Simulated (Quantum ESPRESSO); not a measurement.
# KCl (Sylvite) (Fm-3m) in Quantum ESPRESSO: notebook, part 2 of 2

Quantum ESPRESSO 7.5.

### Step 3. Single point, LDA, 29.28 Å³/atom

pw.in

```
&CONTROL
  calculation = 'scf'
  prefix = 'pwscf'
  outdir = './tmp'
  pseudo_dir = './pseudo'
  tprnfor = .true.
  tstress = .true.
  disk_io = 'nowf'
/
&SYSTEM
  ibrav = 0
  nat = 2
  ntyp = 2
  ecutwfc = 72
  nbnd = 14
  occupations = 'smearing'
  smearing = 'fd'
  degauss = 0.00367493
/
&ELECTRONS
  conv_thr = 4d-10
  electron_maxstep = 120
  mixing_beta = 0.5
/
ATOMIC_SPECIES
K     39.0983 K.upf
Cl    35.4500 Cl.upf
CELL_PARAMETERS angstrom
   0.0000000000    3.0822383035    3.0822383035
   3.0822383035    0.0000000000    3.0822383035
   3.0822383035    3.0822383035    0.0000000000
ATOMIC_POSITIONS crystal
K      0.0000000000    0.0000000000    0.0000000000
Cl     0.5000000000    0.5000000000    0.5000000000
K_POINTS automatic
7 7 7 0 0 0
```

Potentials or basis: PseudoDojo 0.4.1 SR LDA standard.

Started as:

```sh
OMP_NUM_THREADS=1 pw.x -in pw.in > pw.out
```

pw.out:

```text
This program is part of the open-source Quantum ESPRESSO suite
     for quantum simulation of materials; please cite
[... 9 lines left out ...]
     --------------------
     sticks:   dense  smooth     PW     G-vecs:    dense   smooth      PW
     Sum        1345    1345    379                32647    32647    5029

     Using Slab Decomposition

     bravais-lattice index     =            0
     lattice parameter (alat)  =       8.2372  a.u.
     unit-cell volume          =     395.2076 (a.u.)^3
     number of atoms/cell      =            2
     number of atomic types    =            2
     number of electrons       =        16.00
     number of Kohn-Sham states=           14
     kinetic-energy cutoff     =      72.0000  Ry
     charge density cutoff     =     288.0000  Ry
     scf convergence threshold =      4.0E-10
     mixing beta               =       0.5000
     number of iterations used =            8  plain     mixing
     Exchange-correlation= SLA  PW   NOGX NOGC
                           (   1   4   0   0   0   0   0)

     celldm(1)=   8.237209  celldm(2)=   0.000000  celldm(3)=   0.000000
     celldm(4)=   0.000000  celldm(5)=   0.000000  celldm(6)=   0.000000

     crystal axes: (cart. coord. in units of alat)
               a(1) = (   0.000000   0.707107   0.707107 )
               a(2) = (   0.707107   0.000000   0.707107 )
               a(3) = (   0.707107   0.707107   0.000000 )

     reciprocal axes: (cart. coord. in units 2 pi/alat)
               b(1) = ( -0.707107  0.707107  0.707107 )
               b(2) = (  0.707107 -0.707107  0.707107 )
               b(3) = (  0.707107  0.707107 -0.707107 )

     PseudoPot. # 1 for K  read from file:
     K.upf
     Pseudo is Norm-conserving + core correction, Zval =  9.0
     Generated using ONCVPSP code by D. R. Hamann
     Using radial grid of 2170 points,  6 beta functions with:
                l(1) =   0
                l(2) =   0
                l(3) =   1
                l(4) =   1
                l(5) =   2
                l(6) =   2

     PseudoPot. # 2 for Cl read from file:
     Cl.upf
     Pseudo is Norm-conserving + core correction, Zval =  7.0
     Generated using ONCVPSP code by D. R. Hamann
     Using radial grid of 1016 points,  6 beta functions with:
                l(1) =   0
                l(2) =   0
                l(3) =   1
                l(4) =   1
                l(5) =   2
                l(6) =   2

     atomic species   valence    mass     pseudopotential
     K                 9.00    39.09830     K ( 1.00)
     Cl                7.00    35.45000     Cl( 1.00)

     48 Sym. Ops., with inversion, found

   Cartesian axes

     site n.     atom                  positions (alat units)
         1        K      tau(   1) = (   0.0000000   0.0000000   0.0000000  )
         2        Cl     tau(   2) = (   0.7071068   0.7071068   0.7071068  )

     number of k points=    20  Fermi-Dirac smearing, width (Ry)=  0.0037
                       cart. coord. in units 2pi/alat
        k(    1) = (   0.0000000   0.0000000   0.0000000), wk =   0.0058309
        k(    2) = (   0.1010153   0.1010153  -0.1010153), wk =   0.0466472
        k(    3) = (   0.2020305   0.2020305  -0.2020305), wk =   0.0466472
        k(    4) = (   0.3030458   0.3030458  -0.3030458), wk =   0.0466472
        k(    5) = (   0.2020305  -0.0000000   0.0000000), wk =   0.0349854
        k(    6) = (   0.3030458   0.1010153  -0.1010153), wk =   0.1399417
[... 12 lines left out ...]
        k(   19) = (  -0.1010153  -0.5050763   0.7071068), wk =   0.1399417
        k(   20) = (   0.0000000  -0.4040610   0.6060915), wk =   0.1399417

     Dense  grid:    32647 G-vectors     FFT dimensions: (  45,  45,  45)

     Initial potential from superposition of free atoms

     starting charge      15.9839, renormalised to      16.0000
     Starting wfcs are    9 randomized atomic wfcs +    5 random wfcs

     Self-consistent Calculation

     iteration #  1     ecut=    72.00 Ry     beta= 0.50
     Davidson diagonalization with overlap
     ethr =  1.00E-02,  avg # of iterations =  7.7

     Threshold (ethr) on eigenvalues was too large:
     Diagonalizing with lowered threshold

     Davidson diagonalization with overlap
     ethr =  3.77E-04,  avg # of iterations =  3.1

     total energy              =     -92.91929512 Ry
     estimated scf accuracy    <       0.05829779 Ry
[... 50 lines left out ...]
     iteration #  9     ecut=    72.00 Ry     beta= 0.50
     Davidson diagonalization with overlap
     ethr =  4.68E-12,  avg # of iterations =  2.0

     End of self-consistent calculation

          k = 0.0000 0.0000 0.0000 (  4015 PWs)   bands (ev):

   -25.6677 -11.0506  -9.3250  -9.3250  -9.3250   1.0736   1.0736   1.0736
     6.0292   9.1695   9.1695   9.1695  10.1220  10.1220

          k = 0.1010 0.1010-0.1010 (  4065 PWs)   bands (ev):
[... 71 lines left out ...]
   -25.6469 -10.9761  -9.5119  -9.3935  -9.3496   0.3714   0.6699   0.7910
     7.4757   9.6819  10.5897  11.4355  11.4838  12.5473

          k = 0.4041 0.2020 0.0000 (  4086 PWs)   bands (ev):

   -25.6532 -11.1436  -9.3915  -9.3514  -9.1863   0.1884   0.7485   0.7986
     8.2592   8.3173  10.9680  10.9880  11.3960  11.8584

          k =-0.2020-0.4041 0.6061 (  4069 PWs)   bands (ev):
[... 11 lines left out ...]
   -25.6471 -11.0628  -9.4712  -9.4213  -9.2182   0.3910   0.5016   0.6487
     8.5067   9.2701  10.5263  10.9712  12.4248  12.5500

     the Fermi energy is     3.5784 ev

!    total energy              =     -92.93266515 Ry
     estimated scf accuracy    <          9.0E-12 Ry
     smearing contrib. (-TS)   =       0.00000000 Ry
     internal energy E=F+TS    =     -92.93266515 Ry

     The total energy is F=E-TS. E is the sum of the following terms:
     one-electron contribution =     -27.55550624 Ry
     hartree contribution      =      19.00938271 Ry
     xc contribution           =     -21.43456680 Ry
     ewald contribution        =     -62.95197481 Ry

     convergence has been achieved in   9 iterations

     Forces acting on atoms (cartesian axes, Ry/au):

     atom    1 type  1   force =    -0.00000000   -0.00000000    0.00000000
     atom    2 type  2   force =     0.00000000    0.00000000   -0.00000000

     Total force =     0.000000     Total SCF correction =     0.000000

     Computing stress (Cartesian axis) and pressure

          total   stress  (Ry/bohr**3)                   (kbar)     P=       -9.60
  -0.00006524  -0.00000000  -0.00000000           -9.60       -0.00       -0.00
  -0.00000000  -0.00006524  -0.00000000           -0.00       -9.60       -0.00
  -0.00000000  -0.00000000  -0.00006524           -0.00       -0.00       -9.60

=------------------------------------------------------------------------------=
   JOB DONE.
=------------------------------------------------------------------------------=
```

Run time: 17 s. Hardware: 1 thread of Arm Neoverse V2, shared host; peak memory 0.09 GiB.

Results:

| Quantity | Value |
| --- | --- |
| Free energy | -1264.4133 eV |
| Pressure | -1.0 GPa |
| Band gap on the k mesh | 4.96 eV, direct |

### Step 4. Single point, LDA, 29.90 Å³/atom

Changes to pw.in since step 3:

```diff
@@ -28,5 +28,5 @@
 CELL_PARAMETERS angstrom
-   0.0000000000    3.0822383035    3.0822383035
-   3.0822383035    0.0000000000    3.0822383035
-   3.0822383035    3.0822383035    0.0000000000
+   0.0000000000    3.1039449222    3.1039449222
+   3.1039449222    0.0000000000    3.1039449222
+   3.1039449222    3.1039449222    0.0000000000
 ATOMIC_POSITIONS crystal
```

Started as:

```sh
OMP_NUM_THREADS=1 pw.x -in pw.in > pw.out
```

It took 17 s on 1 thread of Arm Neoverse V2, shared host; peak memory 0.09 GiB.

It converged, with:

```yaml
Free_energy: -1264.4044 eV
Pressure: -1.3 GPa
Band_gap_on_the_k_mesh: 4.88 eV, direct
```

### Step 5. Single point, LDA, 30.53 Å³/atom

Changes to pw.in since step 4:

```diff
@@ -28,5 +28,5 @@
 CELL_PARAMETERS angstrom
-   0.0000000000    3.1039449222    3.1039449222
-   3.1039449222    0.0000000000    3.1039449222
-   3.1039449222    3.1039449222    0.0000000000
+   0.0000000000    3.1253521154    3.1253521154
+   3.1253521154    0.0000000000    3.1253521154
+   3.1253521154    3.1253521154    0.0000000000
 ATOMIC_POSITIONS crystal
```

Started as:

```sh
OMP_NUM_THREADS=1 pw.x -in pw.in > pw.out
```

Run time: 14 s. Hardware: 1 thread of Arm Neoverse V2, shared host; peak memory 0.09 GiB.

The run converged. Its results:

```
Free energy            : -1264.3926 eV
Pressure               : -1.7 GPa
Band gap on the k mesh : 4.81 eV, direct
```

### Step 6. Single point, LDA, 31.15 Å³/atom

Changes to pw.in since step 5:

```diff
@@ -28,5 +28,5 @@
 CELL_PARAMETERS angstrom
-   0.0000000000    3.1253521154    3.1253521154
-   3.1253521154    0.0000000000    3.1253521154
-   3.1253521154    3.1253521154    0.0000000000
+   0.0000000000    3.1464700000    3.1464700000
+   3.1464700000    0.0000000000    3.1464700000
+   3.1464700000    3.1464700000    0.0000000000
 ATOMIC_POSITIONS crystal
```

Potentials or basis: PseudoDojo 0.4.1 SR LDA standard.

Started as:

```sh
OMP_NUM_THREADS=1 pw.x -in pw.in > pw.out
```

Wall time 18 s (1 thread of Arm Neoverse V2, shared host); peak memory 0.09 GiB.

The run converged. Its results:

```yaml
Free_energy: -1264.3784 eV
Pressure: -2.0 GPa
Band_gap_on_the_k_mesh: 4.74 eV, direct
```

Caveat: an odd mesh through Γ misses points on the zone boundary, where band edges often lie.

### Step 7. Single point, LDA, 31.77 Å³/atom

Changes to pw.in since step 6:

```diff
@@ -28,5 +28,5 @@
 CELL_PARAMETERS angstrom
-   0.0000000000    3.1464700000    3.1464700000
-   3.1464700000    0.0000000000    3.1464700000
-   3.1464700000    3.1464700000    0.0000000000
+   0.0000000000    3.1673081569    3.1673081569
+   3.1673081569    0.0000000000    3.1673081569
+   3.1673081569    3.1673081569    0.0000000000
 ATOMIC_POSITIONS crystal
```

Started as:

```sh
OMP_NUM_THREADS=1 pw.x -in pw.in > pw.out
```

It took 18 s on 1 thread of Arm Neoverse V2, shared host; peak memory 0.09 GiB.

It converged, with:

```
Free energy            : -1264.3621 eV
Pressure               : -2.2 GPa
Band gap on the k mesh : 4.68 eV, direct
```

Caveat: an odd mesh through Γ misses points on the zone boundary, where band edges often lie.

### Step 8. Single point, LDA, 32.40 Å³/atom

Changes to pw.in since step 7:

```diff
@@ -28,5 +28,5 @@
 CELL_PARAMETERS angstrom
-   0.0000000000    3.1673081569    3.1673081569
-   3.1673081569    0.0000000000    3.1673081569
-   3.1673081569    3.1673081569    0.0000000000
+   0.0000000000    3.1878756693    3.1878756693
+   3.1878756693    0.0000000000    3.1878756693
+   3.1878756693    3.1878756693    0.0000000000
 ATOMIC_POSITIONS crystal
```

Started as:

```sh
OMP_NUM_THREADS=1 pw.x -in pw.in > pw.out
```

Wall time 18 s (1 thread of Arm Neoverse V2, shared host); peak memory 0.09 GiB.

It converged, with:

```yaml
Free_energy: -1264.3439 eV
Pressure: -2.5 GPa
Band_gap_on_the_k_mesh: 4.62 eV, direct
```

Caveat: an odd mesh through Γ misses points on the zone boundary, where band edges often lie.

### Step 9. Single point, LDA, 33.02 Å³/atom

Changes to pw.in since step 8:

```diff
@@ -28,5 +28,5 @@
 CELL_PARAMETERS angstrom
-   0.0000000000    3.1878756693    3.1878756693
-   3.1878756693    0.0000000000    3.1878756693
-   3.1878756693    3.1878756693    0.0000000000
+   0.0000000000    3.2081811574    3.2081811574
+   3.2081811574    0.0000000000    3.2081811574
+   3.2081811574    3.2081811574    0.0000000000
 ATOMIC_POSITIONS crystal
```

Potentials or basis: PseudoDojo 0.4.1 SR LDA standard.

Started as:

```sh
OMP_NUM_THREADS=1 pw.x -in pw.in > pw.out
```

Run time: 17 s. Hardware: 1 thread of Arm Neoverse V2, shared host; peak memory 0.09 GiB.

It converged, with:

* Free energy: -1264.3241 eV
* Pressure: -2.6 GPa
* Band gap on the k mesh: 4.56 eV, direct

Caveat: an odd mesh through Γ misses points on the zone boundary, where band edges often lie.

### Step 10. Equation of state, LDA

Potentials or basis: PseudoDojo 0.4.1 SR LDA standard.

This step only gathers the single runs of the series.

What came out:

- Equilibrium volume: 28.03 Å³/atom (rough: see the caveat)
- Bulk modulus: 24 GPa (rough)

Energy against volume, from the lowest point:
```
volume (Å³/atom)  energy (meV/atom)
          29.282               0.00
          29.905               4.48
          30.528              10.35
          31.151              17.46
          31.774              25.63
          32.397              34.73
          33.020              44.64
```

Caveat: the minimum lies outside the volumes run.

### Step 11. How close it comes

Step 2. Measured gap of KCl: 8.68 eV (a printed reference work, monograph). This calculation gives 4.74 eV (-3.94 eV). The value is that of LDA, without temperature or zero-point motion. Semilocal functionals fall short of measured gaps as a rule.
